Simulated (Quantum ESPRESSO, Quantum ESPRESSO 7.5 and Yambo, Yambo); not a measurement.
# A GW chain in Yambo: As (buckled honeycomb monolayer)

Wanted: ground state, empty states, screening and self-energy for As (buckled honeycomb monolayer).

Program: Quantum ESPRESSO 7.5 and Yambo 5.3.0. Level of theory: PBE and many-body steps on it, plane waves. Results are calculated unless marked as measured.

## Step 1: Set-up

The cell holds 2 atoms: 2 As. Its edges and angles: a = 3.611 Å, b = 3.611 Å, c = 14.000 Å, α = 90.0°, β = 90.0°, γ = 120.0°. Vacuum lies along c.

Structure file:

```cif
data_structure
_symmetry_space_group_name_H-M 'P 1'
_symmetry_Int_Tables_number 1
_cell_length_a 3.6113
_cell_length_b 3.6113
_cell_length_c 14.0000
_cell_angle_alpha 90.000
_cell_angle_beta 90.000
_cell_angle_gamma 120.000
_cell_volume 158.12
loop_
_atom_site_label
_atom_site_type_symbol
_atom_site_fract_x
_atom_site_fract_y
_atom_site_fract_z
_atom_site_occupancy
As1 As 0.33333 0.66667 0.45035 1
As2 As 0.66667 0.33333 0.54965 1
```

The structure was relaxed with PBE. The runs that relaxed it are not among those shown.

## Step 2: Ground state

This step: Quantum ESPRESSO 7.5; DFT, PBE, plane waves, norm-conserving pseudopotentials.

The ground-state density comes first.

pw.in

```
&control
  calculation = 'scf'
  prefix = 'x'
  outdir = 'o'
  pseudo_dir = 'pseudo'
/
&system
  ibrav = 0
  nat = 2
  ntyp = 1
  ecutwfc = 100.0
  nbnd = 28
  force_symmorphic = .true.
/
&electrons
  conv_thr = 1e-10
  electron_maxstep = 80
  mixing_beta = 0.5
/
ATOMIC_SPECIES
  As 74.922 As.upf
CELL_PARAMETERS angstrom
  3.6112698398 0.0000000000 0.0000000000
  -1.8056349199 3.1274514212 0.0000000000
  0.0000000000 0.0000000000 14.0000000000
ATOMIC_POSITIONS crystal
  As 0.3333333333 0.6666666667 0.4503483138
  As 0.6666666667 0.3333333333 0.5496516862
K_POINTS automatic
  12 12 1 0 0 0
```

The run is started by

```sh
$ OMP_NUM_THREADS=1 mpirun -n 4 pw.x -nk 4 -in pw.in > pw.out
```

The log of the run:

```text
Program PWSCF v.7.5 starts

     This program is part of the open-source Quantum ESPRESSO suite
     for quantum simulation of materials; please cite
         "P. Giannozzi et al., J. Phys.:Condens. Matter 21 395502 (2009);
         "P. Giannozzi et al., J. Phys.:Condens. Matter 29 465901 (2017);
         "P. Giannozzi et al., J. Chem. Phys. 152 154105 (2020);
     in publications or presentations arising from this work. More details at
     Message from routine setup:
     using ibrav=0 with symmetry is DISCOURAGED, use correct ibrav instead

     G-vector sticks info

     bravais-lattice index     =            0
     lattice parameter (alat)  =       6.8243  a.u.
     unit-cell volume          =    1067.0264 (a.u.)^3
     number of atoms/cell      =            2
     number of atomic types    =            1
     number of electrons       =        46.00
     number of Kohn-Sham states=           28
     kinetic-energy cutoff     =     100.0000  Ry
     charge density cutoff     =     400.0000  Ry
     scf convergence threshold =      1.0E-10
     mixing beta               =       0.5000
     number of iterations used =            8  plain     mixing
     Exchange-correlation= PBE
                           (   1   4   3   4   0   0   0)

     celldm(1)=   6.824311  celldm(2)=   0.000000  celldm(3)=   0.000000
     celldm(4)=   0.000000  celldm(5)=   0.000000  celldm(6)=   0.000000

     crystal axes: (cart. coord. in units of alat)
               a(1) = (   1.000000   0.000000   0.000000 )
               a(2) = (  -0.500000   0.866025   0.000000 )
               a(3) = (   0.000000   0.000000   3.876753 )

     reciprocal axes: (cart. coord. in units 2 pi/alat)
               b(1) = (  1.000000  0.577350 -0.000000 )
               b(2) = (  0.000000  1.154701  0.000000 )
               b(3) = (  0.000000 -0.000000  0.257948 )
     Pseudo is Norm-conserving + core correction, Zval = 23.0
     Generated using ONCVPSP code by D. R. Hamann
     Using radial grid of 1358 points,  6 beta functions with:
     As               23.00    74.92200     As( 1.00)

     12 Sym. Ops., with inversion, found

   Cartesian axes

     site n.     atom                  positions (alat units)
         1        As     tau(   1) = (  -0.0000000   0.5773503   1.7458890  )
         2        As     tau(   2) = (   0.5000000   0.2886751   2.1308636  )

     number of k points=    19
                       cart. coord. in units 2pi/alat
        k(    1) = (   0.0000000   0.0000000   0.0000000), wk =   0.0138889
        k(    2) = (   0.0000000   0.0962250   0.0000000), wk =   0.0833333
        k(    3) = (   0.0000000   0.1924501   0.0000000), wk =   0.0833333
        k(    4) = (   0.0000000   0.2886751   0.0000000), wk =   0.0833333
        k(    5) = (   0.0000000   0.3849002   0.0000000), wk =   0.0833333
        k(    6) = (   0.0000000   0.4811252   0.0000000), wk =   0.0833333
        k(    7) = (   0.0000000  -0.5773503   0.0000000), wk =   0.0416667
        k(    8) = (   0.0833333   0.1443376   0.0000000), wk =   0.0833333
        k(    9) = (   0.0833333   0.2405626   0.0000000), wk =   0.1666667
        k(   10) = (   0.0833333   0.3367877   0.0000000), wk =   0.1666667
     [... 7 further rows ...]
        k(   18) = (   0.2500000   0.5292377   0.0000000), wk =   0.1666667
        k(   19) = (   0.3333333   0.5773503   0.0000000), wk =   0.0277778

     Dense  grid:   144181 G-vectors     FFT dimensions: (  45,  45, 180)

     Initial potential from superposition of free atoms

     starting charge      45.9995, renormalised to      46.0000
     Starting wfcs are   26 randomized atomic wfcs +    2 random wfcs

     per-process dynamical memory:   119.2 Mb

     Self-consistent Calculation

     iteration #  1     ecut=   100.00 Ry     beta= 0.50

     Threshold (ethr) on eigenvalues was too large:
     Diagonalizing with lowered threshold

     total energy              =   -1221.02029702 Ry
     estimated scf accuracy    <       0.02090357 Ry

     iteration #  2     ecut=   100.00 Ry     beta= 0.50

     total energy              =   -1221.02048193 Ry
     estimated scf accuracy    <       0.00369498 Ry

     iteration #  3     ecut=   100.00 Ry     beta= 0.50

     total energy              =   -1221.02065679 Ry
     estimated scf accuracy    <       0.00007865 Ry

     iteration #  4     ecut=   100.00 Ry     beta= 0.50

     total energy              =   -1221.02066271 Ry
     estimated scf accuracy    <       0.00000729 Ry

     iteration #  5     ecut=   100.00 Ry     beta= 0.50

     total energy              =   -1221.02066346 Ry
     estimated scf accuracy    <       0.00000016 Ry

     iteration #  6     ecut=   100.00 Ry     beta= 0.50

     total energy              =   -1221.02066349 Ry
     estimated scf accuracy    <       0.00000002 Ry

     iteration #  7     ecut=   100.00 Ry     beta= 0.50

     total energy              =   -1221.02066349 Ry
     estimated scf accuracy    <          6.9E-10 Ry

     iteration #  8     ecut=   100.00 Ry     beta= 0.50

     total energy              =   -1221.02066349 Ry
     estimated scf accuracy    <          1.3E-10 Ry

     iteration #  9     ecut=   100.00 Ry     beta= 0.50

     End of self-consistent calculation

          k = 0.0000 0.0000 0.0000 ( 18001 PWs)   bands (ev):

  -185.6156-185.6150-129.0136-129.0136-129.0112-129.0112-128.9556-128.9535
   -36.0724 -36.0724 -36.0393 -36.0393 -35.9786 -35.9637 -35.9637 -35.9205
   -35.9088 -35.9088 -14.3315  -8.0643  -1.4310  -0.9090  -0.9090   1.0392
     2.5909   2.5909   3.6642   3.9630

          k = 0.0000 0.0962 0.0000 ( 17967 PWs)   bands (ev):

  -185.6156-185.6150-129.0136-129.0136-129.0112-129.0112-128.9555-128.9536
   -36.0724 -36.0707 -36.0387 -36.0376 -35.9790 -35.9647 -35.9629 -35.9216
   -35.9106 -35.9089 -14.2398  -8.0534  -1.7899  -1.3879  -1.1128   1.6568
     2.4756   2.7994   3.7775   4.0984

          k = 0.0000 0.1925 0.0000 ( 17989 PWs)   bands (ev):

  -185.6155-185.6151-129.0136-129.0135-129.0113-129.0112-128.9554-128.9537
   -36.0722 -36.0658 -36.0366 -36.0330 -35.9799 -35.9678 -35.9608 -35.9255
   -35.9150 -35.9092 -13.9675  -8.0679  -3.0918  -1.5658  -1.2975   1.3573
     3.1454   3.2110   4.0967   4.4631

          k = 0.0000 0.2887 0.0000 ( 18001 PWs)   bands (ev):

     [... further k-points ...]

     highest occupied, lowest unoccupied level (ev):    -0.9090    0.7366

!    total energy              =   -1221.02066349 Ry
     estimated scf accuracy    <          3.1E-12 Ry

     The total energy is the sum of the following terms:
     one-electron contribution =   -2893.35698151 Ry
     hartree contribution      =    1397.79642566 Ry
     xc contribution           =    -110.50593706 Ry
     ewald contribution        =     385.04582942 Ry

     convergence has been achieved in   9 iterations

     XML data file, charge density, pseudopotentials, collected wavefunctions

=------------------------------------------------------------------------------=
   JOB DONE.
=------------------------------------------------------------------------------=
```

Wall time 44 s (4 MPI ranks of Arm Neoverse V1, shared host); peak memory 0.74 GiB.

This step gave:

* total energy: -16612.8324 eV
* gap: 1.646 eV
* k of the valence top: 0, 0, 0
* k of the conduction bottom: 0, 0.3333, 0
* least direct gap: 1.948 eV

The gap is indirect, with the least direct gap 0.30 eV higher.

## Step 3: Empty states on the mesh, 6×6×1 mesh, 97 bands

The sums over transitions need many empty states on a uniform mesh; this step solves for them.

Changes to pw.in since step 2:

```diff
@@ -1,3 +1,3 @@
 &control
-  calculation = 'scf'
+  calculation = 'nscf'
   prefix = 'x'
@@ -11,3 +11,3 @@
   ecutwfc = 100.0
-  nbnd = 28
+  nbnd = 97
   force_symmorphic = .true.
@@ -15,5 +15,6 @@
 &electrons
-  conv_thr = 1e-10
+  conv_thr = 1e-9
   electron_maxstep = 80
-  mixing_beta = 0.5
+  diago_full_acc = .true.
+  diago_thr_init = 5e-6
 /
@@ -29,2 +30,2 @@
 K_POINTS automatic
-  12 12 1 0 0 0
+  6 6 1 0 0 0
```

The log of the run:

```text
[banner, memory and clock lines left out]
Program PWSCF v.7.5 starts

     Atomic positions and unit cell read from directory:
     o/x.save/

     Message from routine setup:
     using ibrav=0 with symmetry is DISCOURAGED, use correct ibrav instead

     G-vector sticks info

     bravais-lattice index     =            0
     lattice parameter (alat)  =       6.8243  a.u.
     unit-cell volume          =    1067.0264 (a.u.)^3
     number of atoms/cell      =            2
     number of atomic types    =            1
     number of electrons       =        46.00
     number of Kohn-Sham states=           97
     kinetic-energy cutoff     =     100.0000  Ry
     charge density cutoff     =     400.0000  Ry
     Exchange-correlation= PBE
                           (   1   4   3   4   0   0   0)

     celldm(1)=   6.824311  celldm(2)=   0.000000  celldm(3)=   0.000000
     celldm(4)=   0.000000  celldm(5)=   0.000000  celldm(6)=   0.000000

     crystal axes: (cart. coord. in units of alat)
               a(1) = (   1.000000   0.000000   0.000000 )
               a(2) = (  -0.500000   0.866025   0.000000 )
               a(3) = (   0.000000   0.000000   3.876753 )

     reciprocal axes: (cart. coord. in units 2 pi/alat)
               b(1) = (  1.000000  0.577350 -0.000000 )
               b(2) = (  0.000000  1.154701  0.000000 )
               b(3) = (  0.000000 -0.000000  0.257948 )
     Pseudo is Norm-conserving + core correction, Zval = 23.0
     Generated using ONCVPSP code by D. R. Hamann
     Using radial grid of 1358 points,  6 beta functions with:
     As               23.00    74.92200     As( 1.00)

     12 Sym. Ops., with inversion, found

   Cartesian axes

     site n.     atom                  positions (alat units)
         1        As     tau(   1) = (  -0.0000000   0.5773503   1.7458890  )
         2        As     tau(   2) = (   0.5000000   0.2886751   2.1308636  )

     number of k points=     7
                       cart. coord. in units 2pi/alat
        k(    1) = (   0.0000000   0.0000000   0.0000000), wk =   0.0555556
        k(    2) = (   0.0000000   0.1924501   0.0000000), wk =   0.3333333
        k(    3) = (   0.0000000   0.3849002   0.0000000), wk =   0.3333333
        k(    4) = (   0.0000000  -0.5773503   0.0000000), wk =   0.1666667
        k(    5) = (   0.1666667   0.2886751   0.0000000), wk =   0.3333333
        k(    6) = (   0.1666667   0.4811252   0.0000000), wk =   0.6666667
        k(    7) = (   0.3333333   0.5773503   0.0000000), wk =   0.1111111

     Dense  grid:   144181 G-vectors     FFT dimensions: (  45,  45, 180)

     The potential is recalculated from file :
     o/x.save/charge-density

     Starting wfcs are   26 randomized atomic wfcs +   71 random wfcs

     Band Structure Calculation

     End of band structure calculation

          k = 0.0000 0.0000 0.0000 ( 18001 PWs)   bands (ev):

  -185.6156-185.6150-129.0136-129.0136-129.0112-129.0112-128.9556-128.9535
   -36.0725 -36.0725 -36.0393 -36.0393 -35.9786 -35.9637 -35.9637 -35.9205
   -35.9088 -35.9088 -14.3315  -8.0643  -1.4310  -0.9090  -0.9090   1.0392
     2.5909   2.5909   3.6642   3.9630   5.6607   6.9897   8.2441   9.2675
[...]
33.9040

          k = 0.0000 0.1925 0.0000 ( 17989 PWs)   bands (ev):

  -185.6155-185.6151-129.0136-129.0135-129.0113-129.0112-128.9554-128.9537
[...]
34.9174

          k = 0.0000 0.3849 0.0000 ( 18027 PWs)   bands (ev):

  -185.6155-185.6151-129.0137-129.0132-129.0117-129.0111-128.9551-128.9540
[...]
29.6868  29.9012  29.9846  30.4616  30.6567  31.1708  31.3293  31.6336
    32.3108  33.1659  33.2826  33.4428  33.5312  33.6466  33.8154  33.8323
    34.3604

          k = 0.0000-0.5774 0.0000 ( 18060 PWs)   bands (ev):

     [... further k-points ...]

     highest occupied, lowest unoccupied level (ev):    -0.9090    0.7366

     XML data file, pseudopotentials, collected wavefunctions
```

Elapsed: 28 s, on 4 MPI ranks; peak memory 0.94 GiB; 1.9 min of CPU time.

Numbers from this step:

| Property | Result |
| --- | --- |
| gap | 1.646 eV |
| k of the valence top | 0, 0, 0 |
| k of the conduction bottom | 0, 0.3333, 0 |
| least direct gap | 1.948 eV |
| k points computed | 7 |
| lowest point of the top converged band, above the valence top | 34.81 eV |

On this mesh the gap is 1.646 eV.

## Step 4: Conversion and set-up

This step: Yambo 5.3.0; conversion and set-up on PBE, plane waves, norm-conserving pseudopotentials.

The states are converted to the many-body program's format and the q mesh is built.

The run is started by

```sh
$ (cd o/x.save; p2y > p2y.log; mv SAVE ../..); yambo > setup.log
```

The log of the run:

```text
 Yambo, version 5.3.0

 [02] CORE Variables Setup
 =========================

  [02.01] Unit cells
  ==================

  Cell kind             :  HCP
  Atoms in the cell     :  As
  number of As atoms    :  2

  List of atomic masses
  Mass of As    :  74.92200

  List of atomic coordinates    : [cc]
  As1       : -0.34122E-09   3.9400       11.914      order 1
  As2       :   3.41216   1.97001  14.54168  order 2

  Alat factors          :   6.82431   5.91003  26.45617 [a.u.]
  Direct lattice volume :   1067.03    [a.u.]
  Direct lattice vectors:  A[ 1 ]  A[ 2 ]  A[ 3 ]
   A[ 1 ]:  1.000000  0.000000  0.000000  [iru]
   6.824311  0.000000  0.000000  [cc]
   A[ 2 ]: -0.500000  1.000000  0.000000  [iru]
  -3.412155  5.910027  0.000000  [cc]
   A[ 3 ]:  0.000000  0.000000  1.000000  [iru]
    0.00000   0.00000  26.45617  [cc]

  Recip. lattice volume :  0.232469 [a.u.]
  Recip. lattice vectors:  B[ 1 ]  B[ 2 ]  B[ 3 ]
   B[ 1 ]:  1.000000  0.500000  0.000000  [iku]
   0.920706  0.531570 -0.000000  [cc]
   B[ 2 ]:  0.000000  1.000000  0.000000  [iku]
   0.000000  1.063140  0.000000  [cc]
   B[ 3 ]:  0.000000  0.000000  1.000000  [iku]
   0.000000 -0.000000  0.237494  [cc]

  [02.02] Symmetries
  ==================

  Inversion symmetry    : yes
  Spatial inversion     : yes
  Inversion index       :   7
  K-space Time-reversal : no
  Magnetic symmetries   : no
  Group table correct   : yes
  Symmetries units      :  [cc]

   [S  1]:   1.0000       0.0000       0.0000     -0.11455E-16   1.0000       0.0000       0.0000       0.0000       1.0000
   [S  2]:   1.0000       0.0000       0.0000     -0.11455E-16  -1.0000       0.0000       0.0000       0.0000      -1.0000
   [S  3]: -0.500000  0.866025  0.000000 -0.866025 -0.500000  0.000000  0.000000  0.000000  1.000000
[...]
[S 11]:  0.500000  0.866025  0.000000  0.866025 -0.500000  0.000000  0.000000  0.000000  1.000000
   [S 12]:  0.500000 -0.866025  0.000000 -0.866025 -0.500000  0.000000  0.000000  0.000000  1.000000

  [02.03] Reciprocal space
  ========================

  nG shells         :   6447
  nG charge         :  144181
  nG WFs            :  21351
  nC WFs            :  18060
  G-vecs. in first 80 shells:  [ Number ]
     1    3    5    7    9   15   27   39   41
    53   55   67   79   81   93   99  111  113
   125  137  149  161  167  169  181  193  205
[...]
809   811   823   835   859   865   877   889
  ...
  Shell energy in first 80 shells:  [ mHa ]
[...]
4971.20      5080.71      5086.20      5107.81      5114.40      5199.01      5331.23      5337.82      5340.01
    5527.54      5537.43      5672.94      5756.45      5760.84      5791.24      6092.67      6101.46      6240.27
    6321.58      6345.39      6461.49      6468.08      6776.11      6781.60      6809.80      6891.11
  ...

  [02.04] K-grid lattice
  ======================

[...]
K/Q-points units:
  rlu = crystal or reduced units; cc = cartesian coordinates; iku = interal k-units

  K [1]          [rlu]:  0.000000  0.000000  0.000000
         WF components:  18001
  K [2]          [rlu]:  0.000000  0.166667  0.000000
         WF components:  17989
  K [3]          [rlu]:  0.000000  0.333333  0.000000
         WF components:  18027
  K [4]          [rlu]:  0.000000 -0.500000  0.000000
         WF components:  18060
  K [5]          [rlu]:  0.166667  0.166667  0.000000
         WF components:  18003
  K [6]          [rlu]:  0.166667  0.333333  0.000000
         WF components:  18020
  K [7]          [rlu]:  0.333333  0.333333  0.000000
         WF components:  18033

  [02.05] Energies & Occupations
  ==============================

  [X] === General ===
  [X] Electronic Temperature                        :  0.000000  0.000000 [eV K]
  [X] Bosonic    Temperature                        :  0.000000  0.000000 [eV K]
  [X] Finite Temperature mode                       : no
  [X] El. density                                   :  0.29092E+24 [cm-3]
  [X] Fermi Level                                   : -0.908984 [eV]

  [X] === Gaps and Widths ===
  [X] Conduction Band Min                           :  1.645614 [eV]
  [X] Valence Band Max                              :  0.000000 [eV]
  [X] Filled Bands                                  :  23
  [X] Empty Bands                                   :   24   97
  [X] Direct Gap                                    :  1.948162 [eV]
  [X] Direct Gap localized at k                     :  1
  [X] Indirect Gap                                  :  1.645614 [eV]
  [X] Indirect Gap between kpts                     :  1  3
  [X] Last valence band width                       :  1.964014 [eV]
  [X] 1st conduction band width                     :  1.151044 [eV]

  E @ K [1]:  [eV]
  -184.7066 -184.7060 -128.1046 -128.1046 -128.1022 -128.1022 -128.0466 -128.0445
[...]
occ @ K [1]
[...]
E @ K [2]:  [eV]
[...]
occ @ K [2]
[...]
E @ K [3]:  [eV]
[...]
occ @ K [3]
[...]
E @ K [4]:  [eV]
[...]
occ @ K [4]
[...]
E @ K [5]:  [eV]
[...]
occ @ K [5]
[...]
E @ K [6]:  [eV]
[...]
occ @ K [6]
[...]
E @ K [7]:  [eV]
[...]
occ @ K [7]
[...]
0.000000  0.000000  0.000000  0.000000  0.000000  0.000000  0.000000  0.000000
   0.000000  0.000000  0.000000  0.000000  0.000000  0.000000  0.000000  0.000000

 [03] Transferred momenta grid and indexing
 ==========================================

 IBZ Q-points                                      :   7
 BZ  Q-points                                      :   36

 K/Q-points units:
 rlu = crystal or reduced units; cc = cartesian coordinates; iku = interal k-units

 Q [1]          [rlu]:  0.000000  0.000000  0.000000
 Q [2]          [rlu]: -0.22044E-17  0.16667       0.0000
 Q [3]          [rlu]: -0.44089E-17  0.33333       0.0000
 Q [4]          [rlu]:  0.66133E-17 -0.50000       0.0000
 Q [5]          [rlu]:  0.166667  0.166667  0.000000
 Q [6]          [rlu]:  0.166667  0.333333  0.000000
 Q [7]          [rlu]:  0.333333  0.333333  0.000000

  [03.01] X indexes
  =================

   [03.01.01] Sigma indexes
   ========================

 [06] Game Over & Game summary
```

The job ended after 2.4 s (1 MPI rank; peak memory 0.26 GiB).

(Part 1 of 2 ends here.)

[Paths, hosts, dates, memory and timing lines, banners, echoed tables and standing remarks are left out of the program output.]

[Logs are printed without paths, hosts, clocks, repeated set-up lines and the standing remarks that a program may print on its own settings, such as how far it seeks lower states.]

[Runs of the session that timed out or met a known fault of the program may be left out.]

[Hosts, paths, dates, database ids (printed as entryN), source tags and the programs' standing remarks are cut or masked in the printed files.]
